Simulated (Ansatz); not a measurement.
The system is P.

```
P
1.0
     1.64774   -5.46504    0.00000
     1.64774    5.46504    0.00000
     0.00000    0.00000    4.54364
P
4
Direct
  0.90414 0.09586 0.58882
  0.09586 0.90414 0.41118
  0.59586 0.40414 0.08882
  0.40414 0.59586 0.91118
```

A run of Ansatz 0.2.0 on this cell left the log below. Logs are shortened: lines on timing, memory, paths and dates and some standing lists are left out, and cuts for length are marked.

```text
Warning: RAYON_NUM_THREADS=2 ignored (pool sized by the plan → 2); use --threads N
scf.n_extra_bands = 10 over 10 filled bands (N_el = 20.0): the run solves 20 bands
Engine: ansatz 0.2.0, x86_64-unknown-linux-gnu
Pseudopotentials: kind: paw
Pseudopotential: P, paw, valence charge 5, recommended cutoff 420 eV (normal), P.paw.azcp
Functional definition: PBEsol
  exchange = pbesol_x
  correlation = pbesol_c
Crystal: 4 atoms, lattice volume = 81.831 Å³
Basis set: ecut = 420 eV, 1649 PW (Γ), exchange–correlation on 80×80×64 points (8 copies of the dense FFT grid, shifted against one another)
Bands: 20, of which v1, the nominal top of the filled ones, is band 10 counted from 1 (9 counted from 0)
Symmetry: 8 space group operations
Space group: Cmce (ITA 64), of the structure as read, at distance tolerance 4.3e-5 Å
k-points: 27 of 100
Non-local potential: P, projectors of the file, l = 0: 2, l = 1: 2, l = 2: 2
PAW form: soft (Blöchl's): semilocal exchange-correlation on the pseudo side does not see the compensation charge
PAW frozen core: P, regenerated for the run's functional, and the local potential with it (the file was generated under x = pbe(κ = 0.804, μ = 0.2195149727645171), c = pbe(β = 0.06672455060314922))
PAW one-centre angular grid: P, 110 points (default); XC on 64 Gauss nodes
Initial density: superposition of atomic densities (neutral atoms: chi_scale 0, normalization atom), corrected by the library's trained network
Initial wavefunctions: pseudopotential atomic-orbital guess
Functional: x = pbesol(κ = 0.804, μ = 0.12345679012345678), c = pbesol(β = 0.046)
SCF iter   1: F=—  HF=-2960.027472 eV  |F-HF|=—  |Δ(HF+E_count)|=         —  Δρ=3.08e-3  dr2=9.43e-3  ethr=1.77e-3  ⟨swp⟩=7.1  Hψ=3584  notcnv=0  defer=14
preconditioner: auto → none  [insulator: Δε(μ)=0.356 eV  Ē_g=11.287 eV  σ=0.050 eV  W_gap=0.94  n_scr=12 (ndim 8)  ℏωp=18.4 eV  f_vac=0.000  D(μ)=0.05/eV (n_scr^D=0)  ε∞_Penn≈3.6]
SCF iter   2: F=—  HF=-2960.025148 eV  |F-HF|=—  |Δ(HF+E_count)|=   2.32e-3  Δρ=1.47e-3  dr2=1.61e-3  ethr=4.72e-5  ⟨swp⟩=2.9  Hψ=1153  notcnv=0  defer=68
SCF iter   3: F=—  HF=-2960.025199 eV  |F-HF|=—  |Δ(HF+E_count)|=   5.04e-5  Δρ=4.04e-4  dr2=3.70e-4  ethr=8.06e-6  ⟨swp⟩=2.8  Hψ=758  notcnv=0  defer=68
SCF iter   4: F=—  HF=-2960.025125 eV  |F-HF|=—  |Δ(HF+E_count)|=   7.40e-5  Δρ=1.60e-4  dr2=2.49e-5  ethr=1.85e-6  ⟨swp⟩=2.2  Hψ=642  notcnv=0  defer=68
SCF iter   5: F=—  HF=-2960.025125 eV  |F-HF|=—  |Δ(HF+E_count)|=   2.17e-8  Δρ=7.16e-5  dr2=3.36e-6  ethr=1.25e-7  ⟨swp⟩=2.7  Hψ=772  notcnv=0  defer=68
SCF iter   6: F=—  HF=-2960.025126 eV  |F-HF|=—  |Δ(HF+E_count)|=   1.51e-6  Δρ=1.48e-5  dr2=3.23e-7  ethr=1.68e-8  ⟨swp⟩=2.5  Hψ=759  notcnv=0  defer=68
SCF iter   7: F=-2960.025126 eV  HF=-2960.025126 eV  |F-HF|=3.23e-8  |Δ(HF+E_count)|=   3.82e-8  Δρ=5.10e-6  dr2=4.39e-8  ethr=5.00e-10  ⟨swp⟩=16.3  Hψ=4122  notcnv=0
SCF 1 converged in 7 iterations: F = -2960.025126 eV  dr2 = 4.39e-8
  greatest PAW one-centre occupation: 0.805 electrons in one spin orbital (limit 2), on the P atom at site 3 (counted from 0), in its partial waves of l = 0
NSCF: frozen V_eff on 84 k-points
SCF converged after 7 iterations
Free energy (F): -2960.025126 eV
Harris-Foulkes:  -2960.025126 eV  (|F-HF|=3.23e-8)
Internal energy: -2960.024592 eV  (E = F + TS)
E sigma→0 (E₀):  -2960.024859 eV
Entropy (-TS):   -0.000534 eV (-0.133 meV/atom)
Fermi energy:    6.878909 eV
--- Per-component energies (eV) ---
  E_band       = -1.147834
  E_kinetic    = 279.946223
  E_local      = -342.244171  (includes V_loc(G=0)·N_el)
  E_nonlocal   = 136.361119
  E_hartree    = 98.424093
  E_xc         = -243.032456
  E_vxc        = -241.471937  (∫ρ·V_xc dr)
  E_paw        = -2216.475900  (= ΣΔE_a)
  E_vpaw       = -30.585063  (= ΣTr[D̂ρ^β])
  E_aug_tail   = 0.000012  (compensation charges beyond the density's cutoff)
  E_ewald      = -673.187896
  E_core_change = 0.184384  (= ΣΔE_core)
  E_smearing   = -0.000534  (= −TS)
  E_closure    = 0.000000  (closes the sum)
  Σ components = -2960.025126   (vs F -2960.025126, Δ=0.00e0)
--- Forces (eV/Å), atoms counted from 1 ---
  atom   1  P      0.00000000     0.08636184    -0.27820038
  atom   2  P     -0.00000000    -0.08636184     0.27820038
  atom   3  P     -0.00000000    -0.08636184    -0.27820038
  atom   4  P      0.00000000     0.08636184     0.27820038
  max |Σ_I F_I| component: 3.47e-18 eV/Å
--- Stress (GPa, compression-positive) ---
       -0.212916      -0.000000       0.000000
       -0.000000      -0.574964      -0.000000
        0.000000      -0.000000      -0.697834
  P = ⅓ Tr σ = -0.4952 GPa (-4.952 kbar)
--- Band table (eV; the first three rows and the last of 27) ---
  k-point 0: bands = ["-9.0548", "-6.2934", "-3.0034", "-0.0279", "1.8549", "1.8847", "2.7063", "3.9659", "4.2102", "5.5760", "7.2952", "7.7014", "8.6028", "9.5861", "12.1642", "12.9624", "13.5447", "14.0723", "14.2863", "14.8326"]
  k-point 1: bands = ["-8.7377", "-6.7970", "-2.8989", "-0.6669", "1.4916", "2.9353", "3.0106", "4.0308", "4.0330", "5.3909", "7.9127", "8.1341", "9.1285", "9.3505", "10.9122", "11.8805", "13.5410", "14.0649", "14.7949", "15.1788"]
  k-point 2: bands = ["-7.8675", "-7.8675", "-2.0675", "-2.0675", "2.3562", "2.3562", "3.5006", "3.5006", "5.1279", "5.1279", "8.1439", "8.1439", "9.6487", "9.6487", "11.3309", "11.3309", "12.4588", "12.4588", "15.6868", "15.6868"]
  k-point 26: bands = ["-7.8137", "-7.8137", "-2.5324", "-2.5324", "3.4776", "3.4776", "3.7778", "3.7778", "4.8912", "4.8912", "8.1312", "8.1312", "9.4587", "9.4587", "9.8729", "9.8729", "12.4731", "12.4731", "14.7435", "14.7435"]
```

Question: Write the input and the command behind it.

Answer: Projected density of states with PBEsol, no spin polarisation. The files as run (others can give the same):

input.yaml
```yaml
crystal:
  lattice:
    - [1.6477431241, -5.4650377251, 0.0]
    - [1.6477431241, 5.4650377251, 0.0]
    - [0.0, 0.0, 4.54363559]
  atoms:
    - { symbol: P, position: [0.90414313, 0.09585687, 0.58881517] }
    - { symbol: P, position: [0.09585687, 0.90414313, 0.41118483] }
    - { symbol: P, position: [0.59585687, 0.40414313, 0.08881517] }
    - { symbol: P, position: [0.40414313, 0.59585687, 0.91118483] }
hamiltonian:
  xc: pbesol
  pseudopotentials: { kind: paw }
kpoints:
  mp_grid: { grid: [5, 5, 4] }
scf:
  occupations: { method: fermi_dirac, width: 0.05 }
  n_extra_bands: 10
output:
  forces: true
  stress: true
  eigenvalues: true
  dos: { projected: true, de: 0.05, nscf_kmesh: { grid: [8, 8, 6] } }
  write_density: true
  write_potential: true
  elf: true
  volumetric_format: npy
```

Potentials or basis: Ansatz PAW.
Command:
```sh
$ ansatz run input.yaml --threads 2 --pin off --max-ram 5632MiB --backend cpu --events-out ev --progress --plain --runs-dir out
```

Caveat: odd divisions of the mesh miss points on the zone boundary, where band edges often lie, so the gap on the mesh can be too wide; the PAW data sets come from PBE, with cores solved anew for the run's functional, which leaves a small shift of forces and pressure; the density of states is complete only up to the lowest level of the last band computed.
